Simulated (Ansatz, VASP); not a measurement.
Al in VASP and in Ansatz

INCAR

```
SYSTEM = Al
ALGO = Normal
EDIFF = 1E-7
ENCUT = 520
GGA = PS
ISIF = 2
ISMEAR = -1
LASPH = .TRUE.
LCHARG = .FALSE.
LREAL = .FALSE.
LWAVE = .FALSE.
NBANDS = 14
NELM = 80
PREC = Accurate
SIGMA = 0.05
```

KPOINTS

```
k-points
0
G
  11 11 3
  0 0 0
```

The input POSCAR:

```
Al
1.0
    2.7693653812      0.0000000000      0.0000000000
   -1.3846826906      2.3983407724      0.0000000000
    0.0000000000      0.0000000000      8.9984712061
Al
4
Direct
    0.6666666667      0.3333333333      0.7500000000
    0.0000000000      0.0000000000      0.5000000000
    0.3333333333      0.6666666667      0.2500000000
    0.0000000000      0.0000000000      0.0000000000
```

File input.yaml:

```yaml
crystal:
  lattice:
    - [2.7693653812, 0.0, 0.0]
    - [-1.3846826906, 2.3983407724, 0.0]
    - [0.0, 0.0, 8.9984712061]
  atoms:
    - { symbol: Al, position: [0.6666666667, 0.3333333333, 0.75] }
    - { symbol: Al, position: [0.0, 0.0, 0.5] }
    - { symbol: Al, position: [0.3333333333, 0.6666666667, 0.25] }
    - { symbol: Al, position: [0.0, 0.0, 0.0] }
hamiltonian:
  xc: pbesol
  pseudopotentials: { kind: paw }
kpoints:
  mp_grid: { grid: [11, 11, 3] }
scf:
  occupations: { method: fermi_dirac, width: 0.05 }
output:
  forces: true
  stress: true
  eigenvalues: true
```

Change from the starting cell: volume scaled by 0.94.

Alike in both runs: task single point; functional PBEsol; k mesh 11 × 11 × 3; occupations fermi-dirac, width 0.05 eV; no spin polarisation.

|  | VASP | Ansatz |
| --- | --- | --- |
| version | VASP 6.6.1 | Ansatz 0.2.0 |
| potentials or method | VASP PAW PBE potentials, release 64 (Al) | Ansatz PAW |
| plane-wave cutoff (eV) | 520 | 420 |
| valence electrons in the cell | 12 | 12 |

Ansatz gave:

```
gap on the k mesh at the Fermi level (eV)       : none
pressure (GPa)                                  : 8.2
largest component of the traceless stress (GPa) : 1.52
```

Q: What did VASP give for the same quantities?

A: gap on the k mesh at the Fermi level (eV): none; pressure (GPa): 8.3; largest component of the traceless stress (GPa): 1.52.

A gap of «none» marks a metal or a gap that the smearing closes.

Caveats: the PAW data sets were made with another functional, which shifts forces and pressure a little (VASP); the PAW data sets come from PBE, with cores solved anew for the run's functional, which leaves a small shift of forces and pressure (Ansatz).
